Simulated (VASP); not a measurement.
# AlP (F-43m) in VASP: notebook, part 2 of 2

VASP 6.6.1. Earlier steps stand in the parts before.

### Step 3. Single point, PBE+D3(BJ)

This run uses another cell than the first one, of 19.44 Å³/atom, 1.021 times its volume.

Input file INCAR:

```
SYSTEM = AlP
  PREC = Accurate
  ENCUT = 500
  EDIFF = 1E-6
  ISMEAR = -1
  SIGMA = 0.01
  LREAL = .False.
  LASPH = .True.
  NELM = 120
  ALGO = Normal
  ISIF = 2
  LWAVE = .False.
  LCHARG = .False.
  GGA = PE
  IVDW = 12
  NBANDS = 11
  GGA_COMPAT = .False.
```

Input file KPOINTS:

```
regular mesh
0
Gamma
  6 6 6
  0 0 0
```

Input file POSCAR:

```
AlP
1.0
    0.0000000000      2.6886644034      2.6886644034
    2.6886644034      0.0000000000      2.6886644034
    2.6886644034      2.6886644034      0.0000000000
Al P
1 1
Direct
    0.0000000000      0.0000000000      0.0000000000
    0.2500000000      0.2500000000      0.2500000000
```

Potentials or basis: VASP PAW PBE potentials, release 64 (Al, P).

Started as:

```bash
$ cat potpaw_PBE.64/Al/POTCAR potpaw_PBE.64/P/POTCAR > POTCAR
$ mpirun -np 1 vasp_std > vasp.out
```

OUTCAR:

```text
SYSTEM = AlP
   PREC = Accurate
   ENCUT = 500
   EDIFF = 1E-6
   ISMEAR = -1
   LREAL = .False.
   LASPH = .True.
   NELM = 120
   ISIF = 2
   GGA = PE
   IVDW = 12
 IVDW          = 12

 ion  position               nearest neighbor table
   1  0.000  0.000  0.000-   2 2.33   2 2.33   2 2.33   2 2.33
   2  0.250  0.250  0.250-   1 2.33   1 2.33   1 2.33   1 2.33

  LATTYP: Found a face centered cubic cell.
 ALAT       =     5.3773288068

  Lattice vectors:

 A1 = (   0.0000000000,   2.6886644034,   2.6886644034)
 A2 = (   2.6886644034,   0.0000000000,   2.6886644034)
 A3 = (   2.6886644034,   2.6886644034,   0.0000000000)

Analysis of symmetry for initial positions (statically):
=====================================================================
 Subroutine PRICEL returns:
 Original cell was already a primitive cell.

 Routine SETGRP: Setting up the symmetry group for a
 face centered cubic supercell.

 Subroutine GETGRP returns: Found 24 space group operations
 (whereof 24 operations were pure point group operations)
 out of a pool of 48 trial point group operations.

The static configuration has the point symmetry T_d .

Analysis of symmetry for dynamics (positions and initial velocities):
[... 161 lines left out ...]
      4       5.0135      2.00000
      5       8.7148      0.00000
      6       9.6353      0.00000
      7       9.6353      0.00000
      8       9.6353      0.00000
      9      13.8964      0.00000
     10      13.8964      0.00000
     11      15.6295      0.00000
[... 197 lines left out ...]
 k-point    16 :      -0.3333    0.5000    0.1667
  band No.  band energies     occupation
      1      -4.2123      2.00000
      2      -0.1634      2.00000
      3       1.9528      2.00000
      4       2.2039      2.00000
      5       8.3116      0.00000
      6       9.3861      0.00000
      7      12.8519      0.00000
      8      13.2154      0.00000
      9      16.6328      0.00000
     10      17.2214      0.00000
     11      18.6710      0.00000

------------------------ aborting loop because EDIFF is reached ----------------------------------------

 Edisp (eV)   -0.64757

 E8    (eV) :    -0.2683

  FORCE on cell =-STRESS in cart. coord.  units (eV):
  Direction    XX          YY          ZZ          XY          YZ          ZX
  --------------------------------------------------------------------------------------
  -------------------------------------------------------------------------------------
  Total       0.95771     0.95771     0.95771     0.00000     0.00000     0.00000
  in kB      39.47355    39.47355    39.47355     0.00000     0.00000     0.00000
  external pressure =       39.47 kB  Pullay stress =        0.00 kB

 VOLUME and BASIS-vectors are now :
 -----------------------------------------------------------------------------
  energy-cutoff  :      500.00
  volume of cell :       38.87
      direct lattice vectors                 reciprocal lattice vectors
     0.000000000  2.688664403  2.688664403    -0.185965939  0.185965939  0.185965939
     2.688664403  0.000000000  2.688664403     0.185965939 -0.185965939  0.185965939
     2.688664403  2.688664403  0.000000000     0.185965939  0.185965939 -0.185965939

 POSITION                                       TOTAL-FORCE (eV/Angst)
 -----------------------------------------------------------------------------------
      0.00000      0.00000      0.00000        -0.000000     -0.000000     -0.000000
      1.34433      1.34433      1.34433         0.000000      0.000000      0.000000
 -----------------------------------------------------------------------------------
    total drift:                                0.000000      0.000000      0.000000

  FREE ENERGIE OF THE ION-ELECTRON SYSTEM (eV)
  ---------------------------------------------------
  free  energy   TOTEN  =       -10.9591198790 eV

  energy  without entropy=      -10.9591198790  energy(sigma->0) =      -10.95911988
```

stdout:

```text
POSCAR found type information on POSCAR AlP
 POSCAR found :  2 types and       2 ions
 scaLAPACK will be used
 LDA part: xc-table for (Slater+PW92), standard interpolation
 POSCAR, INCAR and KPOINTS ok, starting setup
 FFT: planning ... GRIDC
 FFT: planning ... GRID_SOFT
 FFT: planning ... GRID
 WAVECAR not read
 entering main loop
```

Run time: 4.7 s. Hardware: 1 thread of AMD EPYC 9R45 (Zen 5), shared host; peak memory 0.13 GiB.

Results:

```yaml
Free_energy: -10.9591 eV
Pressure: 3.9 GPa
Band_gap_on_the_k_mesh: 1.48 eV, indirect (least direct gap 3.68 eV)
Dispersion_energy_per_atom: -0.324 eV
```

Levels at points of the mesh, in eV from the valence-band top:
| k point | band 1 | band 2 | band 3 | band 4 | band 5 | band 6 | band 7 | band 8 |
| --- | --- | --- | --- | --- | --- | --- | --- | --- |
| (0.00, 0.00, 0.00) | -11.78 | 0.00 | 0.00 | 0.00 | 3.70 | 4.62 | 4.62 | 4.62 |
| (0.50, 0.00, 0.00) | -9.98 | -5.74 | -0.79 | -0.79 | 2.99 | 4.83 | 4.83 | 8.40 |
| (0.50, 0.50, 0.00) | -9.27 | -5.47 | -2.20 | -2.20 | 1.48 | 2.45 | 11.47 | 11.47 |

A k mesh can miss the band edges. Expect the measured gap to be larger: semilocal functionals such as PBE lack the derivative discontinuity.

### Step 4. Single point, PBE+D3(BJ)

This run uses another cell than the first one, of 19.84 Å³/atom, 1.043 times its volume.

Input file INCAR:

```
SYSTEM = AlP
ALGO = Normal
EDIFF = 1E-6
ENCUT = 500
GGA = PE
GGA_COMPAT = .False.
ISIF = 2
ISMEAR = -1
IVDW = 12
LASPH = .True.
LCHARG = .True.
LELF = .True.
LREAL = .False.
LVHAR = .True.
LWAVE = .False.
NBANDS = 11
NELM = 120
PREC = Accurate
SIGMA = 0.01
```

Input file KPOINTS:

```
k-points
0
Gamma
  6 6 6
  0 0 0
```

Input file POSCAR:

```
AlP
1.0
    0.0000000000      2.7072075025      2.7072075025
    2.7072075025      0.0000000000      2.7072075025
    2.7072075025      2.7072075025      0.0000000000
Al P
1 1
Direct
    0.0000000000      0.0000000000      0.0000000000
    0.2500000000      0.2500000000      0.2500000000
```

Started as:

```bash
$ cat potpaw_PBE.64/Al/POTCAR potpaw_PBE.64/P/POTCAR > POTCAR
$ mpirun -np 1 vasp_std > vasp.out
```

Run time: 5.1 s. Hardware: 1 thread of AMD EPYC 9R45 (Zen 5), shared host; peak memory 0.13 GiB.

The run converged. Its results:

```yaml
Free_energy: -10.9738 eV
Pressure: 1.9 GPa
Band_gap_on_the_k_mesh: 1.53 eV, indirect (least direct gap 3.52 eV)
Dispersion_energy_per_atom: -0.317 eV
```

Levels at points of the mesh, in eV from the valence-band top:
| k point | band 1 | band 2 | band 3 | band 4 | band 5 | band 6 | band 7 | band 8 | band 9 |
| --- | --- | --- | --- | --- | --- | --- | --- | --- | --- |
| (0.00, 0.00, 0.00) | -11.65 | 0.00 | 0.00 | 0.00 | 3.52 | 4.59 | 4.59 | 4.59 | 8.86 |
| (0.50, 0.00, 0.00) | -9.91 | -5.64 | -0.78 | -0.78 | 2.91 | 4.82 | 4.82 | 8.34 | 11.61 |
| (0.50, 0.50, 0.00) | -9.22 | -5.40 | -2.16 | -2.16 | 1.53 | 2.46 | 11.29 | 11.29 | 12.19 |

### Step 5. Single point, PBE+D3(BJ)

This run uses another cell than the first one, of 20.25 Å³/atom, 1.064 times its volume.

Input file INCAR:

```
PREC     = Accurate       # precision mode
ENCUT    = 500            # plane-wave cutoff, eV
EDIFF    = 1E-6           # SCF threshold, eV
ISMEAR   = -1             # smearing method
SIGMA    = 0.01           # smearing width, eV
LREAL    = F              # projectors in reciprocal space
LASPH    = T              # aspherical terms in the spheres
NELM     = 120            # most SCF steps
ALGO     = Normal         # electronic algorithm
ISIF     = 2              # what is computed and relaxed
LWAVE    = F              # write WAVECAR
LCHARG   = F              # write CHGCAR
GGA      = PE             # functional
IVDW     = 12             # dispersion correction
NBANDS   = 11             # bands
GGA_COMPAT= F
```

Input file KPOINTS:

```
Automatic mesh
0
Gamma
  6 6 6
```

Input file POSCAR:

```
AlP
1.0
    0.0000000000      2.7255000000      2.7255000000
    2.7255000000      0.0000000000      2.7255000000
    2.7255000000      2.7255000000      0.0000000000
Al P
1 1
Direct
    0.0000000000      0.0000000000      0.0000000000
    0.2500000000      0.2500000000      0.2500000000
```

Started as:

```bash
$ cat potpaw_PBE.64/Al/POTCAR potpaw_PBE.64/P/POTCAR > POTCAR
$ mpirun -np 1 vasp_std > vasp.out
```

Run time: 4.8 s. Hardware: 1 thread of AMD EPYC 9R45 (Zen 5), shared host; peak memory 0.13 GiB.

The run converged. Its results:

| Quantity | Value |
| --- | --- |
| Free energy | -10.9785 eV |
| Pressure | 0.0 GPa |
| Band gap on the k mesh | 1.57 eV, indirect (least direct gap 3.35 eV) |
| Dispersion energy per atom | -0.310 eV |

Levels at points of the mesh, in eV from the valence-band top:
```csv
k point,band 2,band 3,band 4,band 5,band 6,band 7
"(0.00, 0.00, 0.00)",0.00,0.00,0.00,3.35,4.57,4.57
"(0.50, 0.00, 0.00)",-5.55,-0.77,-0.77,2.83,4.82,4.82
"(0.50, 0.50, 0.00)",-5.33,-2.11,-2.11,1.57,2.46,11.11
```

### Step 6. Single point, PBE+D3(BJ)

This run uses another cell than the first one, of 20.65 Å³/atom, 1.085 times its volume.

Input file INCAR:

```
SYSTEM = AlP
PREC = Accurate ; ENCUT = 500
EDIFF = 1E-6 ; ISMEAR = -1
SIGMA = 0.01 ; LREAL = .False.
LASPH = .True. ; NELM = 120
ALGO = Normal ; ISIF = 2
LWAVE = .False. ; LCHARG = .False.
GGA = PE ; IVDW = 12
NBANDS = 11 ; GGA_COMPAT = .False.
```

Input file KPOINTS:

```
Automatic mesh
0
Gamma
  6 6 6
  0 0 0
```

Input file POSCAR:

```
AlP
1.0
    0.0000000000      2.7435501949      2.7435501949
    2.7435501949      0.0000000000      2.7435501949
    2.7435501949      2.7435501949      0.0000000000
Al P
1 1
Direct
    0.0000000000      0.0000000000      0.0000000000
    0.2500000000      0.2500000000      0.2500000000
```

Potentials or basis: VASP PAW PBE potentials, release 64 (Al, P).

Started as:

```bash
$ cat potpaw_PBE.64/Al/POTCAR potpaw_PBE.64/P/POTCAR > POTCAR
$ mpirun -np 1 vasp_std > vasp.out
```

OUTCAR:

```text
SYSTEM = AlP
   PREC = Accurate
   ENCUT = 500
   EDIFF = 1E-6
   ISMEAR = -1
   LREAL = .False.
   LASPH = .True.
   NELM = 120
   ISIF = 2
   GGA = PE
   IVDW = 12
 IVDW          = 12

 ion  position               nearest neighbor table
   1  0.000  0.000  0.000-   2 2.38   2 2.38   2 2.38   2 2.38
   2  0.250  0.250  0.250-   1 2.38   1 2.38   1 2.38   1 2.38

  LATTYP: Found a face centered cubic cell.
 ALAT       =     5.4871003898

  Lattice vectors:

 A1 = (   0.0000000000,   2.7435501949,   2.7435501949)
[... 399 lines left out ...]

 Edisp (eV)   -0.60618

 E8    (eV) :    -0.2508

  FORCE on cell =-STRESS in cart. coord.  units (eV):
  Direction    XX          YY          ZZ          XY          YZ          ZX
  --------------------------------------------------------------------------------------
  -------------------------------------------------------------------------------------
  Total      -0.43470    -0.43470    -0.43470    -0.00000     0.00000    -0.00000
  in kB     -16.86296   -16.86296   -16.86296    -0.00000     0.00000    -0.00000
  external pressure =      -16.86 kB  Pullay stress =        0.00 kB

 VOLUME and BASIS-vectors are now :
 -----------------------------------------------------------------------------
  energy-cutoff  :      500.00
  volume of cell :       41.30
      direct lattice vectors                 reciprocal lattice vectors
     0.000000000  2.743550195  2.743550195    -0.182245618  0.182245618  0.182245618
     2.743550195  0.000000000  2.743550195     0.182245618 -0.182245618  0.182245618
     2.743550195  2.743550195  0.000000000     0.182245618  0.182245618 -0.182245618

 POSITION                                       TOTAL-FORCE (eV/Angst)
 -----------------------------------------------------------------------------------
      0.00000      0.00000      0.00000        -0.000000     -0.000000     -0.000000
      1.37178      1.37178      1.37178         0.000000      0.000000      0.000000
 -----------------------------------------------------------------------------------
    total drift:                               -0.000000     -0.000000     -0.000000

  FREE ENERGIE OF THE ION-ELECTRON SYSTEM (eV)
  ---------------------------------------------------
  free  energy   TOTEN  =       -10.9742745550 eV

  energy  without entropy=      -10.9742745550  energy(sigma->0) =      -10.97427456
```

OSZICAR:

```text
N       E                     dE             d eps       ncg     rms          rms(c)
DAV:   1     0.127622553348E+02    0.12762E+02   -0.29430E+03   352   0.531E+02
DAV:   2    -0.971153036395E+01   -0.22474E+02   -0.21368E+02   446   0.888E+01
DAV:   3    -0.107057551575E+02   -0.99422E+00   -0.99194E+00   430   0.184E+01
DAV:   4    -0.107160922059E+02   -0.10337E-01   -0.10336E-01   443   0.233E+00
DAV:   5    -0.107162869749E+02   -0.19477E-03   -0.19477E-03   438   0.302E-01    0.446E+00
DAV:   6    -0.104093836197E+02    0.30690E+00   -0.62542E-01   394   0.292E+00    0.283E+00
DAV:   7    -0.103674853593E+02    0.41898E-01   -0.21622E-01   418   0.188E+00    0.143E+00
DAV:   8    -0.103680089534E+02   -0.52359E-03   -0.15173E-02   407   0.602E-01    0.240E-01
DAV:   9    -0.103679259475E+02    0.83006E-04   -0.70721E-04   434   0.147E-01    0.100E-01
DAV:  10    -0.103680908436E+02   -0.16490E-03   -0.24495E-04   382   0.816E-02    0.122E-02
DAV:  11    -0.103680960381E+02   -0.51944E-05   -0.25341E-05   440   0.230E-02    0.827E-03
DAV:  12    -0.103680967935E+02   -0.75538E-06   -0.15275E-06   403   0.696E-03
   1 F= -.10974275E+02 E0= -.10974275E+02  d E =-.179330E-11
```

stdout:

```text
POSCAR found type information on POSCAR AlP
 POSCAR found :  2 types and       2 ions
 scaLAPACK will be used
 LDA part: xc-table for (Slater+PW92), standard interpolation
 POSCAR, INCAR and KPOINTS ok, starting setup
 FFT: planning ... GRIDC
 FFT: planning ... GRID_SOFT
 FFT: planning ... GRID
 WAVECAR not read
 entering main loop
```

It took 4.7 s on 1 thread of AMD EPYC 9R45 (Zen 5), shared host; peak memory 0.13 GiB.

What came out:

* Free energy: -10.9743 eV
* Pressure: -1.7 GPa
* Band gap on the k mesh: 1.61 eV, indirect (least direct gap 3.18 eV)
* Dispersion energy per atom: -0.303 eV

Levels at points of the mesh, in eV from the valence-band top:
| k point | band 1 | band 2 | band 3 | band 4 | band 5 | band 6 | band 7 | band 8 |
| --- | --- | --- | --- | --- | --- | --- | --- | --- |
| (0.00, 0.00, 0.00) | -11.42 | 0.00 | 0.00 | 0.00 | 3.18 | 4.54 | 4.54 | 4.54 |
| (0.50, 0.00, 0.00) | -9.78 | -5.46 | -0.75 | -0.75 | 2.76 | 4.81 | 4.81 | 8.23 |
| (0.50, 0.50, 0.00) | -9.13 | -5.26 | -2.07 | -2.07 | 1.61 | 2.47 | 10.94 | 10.94 |

### Step 7. The runs side by side

| cell | gap on the mesh (eV) | pressure (GPa) |
| --- | --- | --- |
| a = 3.776 Å, angles 60.0°, 2 atoms | 1.43 | 6.2 |
| a = 3.802 Å, angles 60.0°, 2 atoms | 1.48 | 3.9 |
| a = 3.829 Å, angles 60.0°, 2 atoms | 1.53 | 1.9 |
| a = 3.854 Å, angles 60.0°, 2 atoms | 1.57 | 0.0 |
| a = 3.880 Å, angles 60.0°, 2 atoms | 1.61 | -1.7 |

Alike in all rows: task single point; level PBE+D3(BJ); potentials or basis VASP PAW PBE potentials, release 64 (Al, P); no spin polarisation; k mesh 6 × 6 × 6; cutoff (eV) 500; smearing fermi-dirac 0.01 eV.

Total energies depend on the potentials used, so only differences within one code and one set of settings carry meaning.

### Step 8. How close it comes

Step 4. A measured gap of AlP is 2.505 eV (indirect; 4.2 K; a printed reference work, data compilation); the calculated 1.53 eV misses it by -0.98 eV. The value is that of PBE+D3(BJ) on a finite k mesh, which can miss the band edges, without temperature or zero-point motion. Semilocal functionals fall short of measured gaps as a rule.

Step 5. Against the measured gap of AlP, 2.505 eV (indirect; 4.2 K; a printed reference work, data compilation), the calculated 1.57 eV is off by -0.94 eV. The value is that of PBE+D3(BJ) on a finite k mesh, which can miss the band edges, without temperature or zero-point motion. Semilocal functionals fall short of measured gaps as a rule.

Step 6. A measured gap of AlP is 2.505 eV (indirect; 4.2 K; a printed reference work, data compilation); the calculated 1.61 eV misses it by -0.90 eV. The value is that of PBE+D3(BJ) on a finite k mesh, which can miss the band edges, without temperature or zero-point motion. Semilocal functionals fall short of measured gaps as a rule.
